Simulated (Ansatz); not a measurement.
**Moving the Hubbard U on Ti d in TiSe**

It takes space group F-43m (No. 216, cubic). The conventional cell has a = 6.206 Å, b = 6.206 Å, c = 6.206 Å, α = 90.00°, β = 90.00°, γ = 90.00°. Around Ti (site symmetry -43m) lie 4 Se at 2.69 Å. Se (site symmetry -43m) is surrounded by 4 Ti at 2.69 Å.

The cell comes from a database or a generator and needn't be the stable form of this composition.

Kept alike: task projected density of states; functional r2SCAN; k mesh 8 × 8 × 8; occupations fermi-dirac, width 0.05 eV; no spin polarisation. Program: Ansatz, Ansatz PAW, cutoff 500 eV. The mesh is that of the run's cell of 2 atoms. No spin-orbit coupling.

| Hubbard U on Ti d, U (eV) | pressure (GPa) |
| --- | --- |
| 0 | -11.18 |
| 1 | -10.68 |
| 2 | -9.73 |
| 3 | -8.75 |
| 4 | -8.00 |
| 5 | -7.43 |
| 6 | -6.96 |
| 8 | -6.18 |

Pressure is positive in compression, with a Pulay correction for the finite cutoff. U acts here on a shell without spin polarisation. For a metal such a mesh leaves the last digits unconverged. How U acts hangs on the program's projectors. All rows use potentials made for PBE. U is the effective U - J on orthogonalised atomic projectors. Double counting: fully localised limit (the default).

The pressure rises from -11.18 to -6.18 GPa between 0 and 8 eV. U localises the shell and weakens its bonds, so the cell pushes outwards.
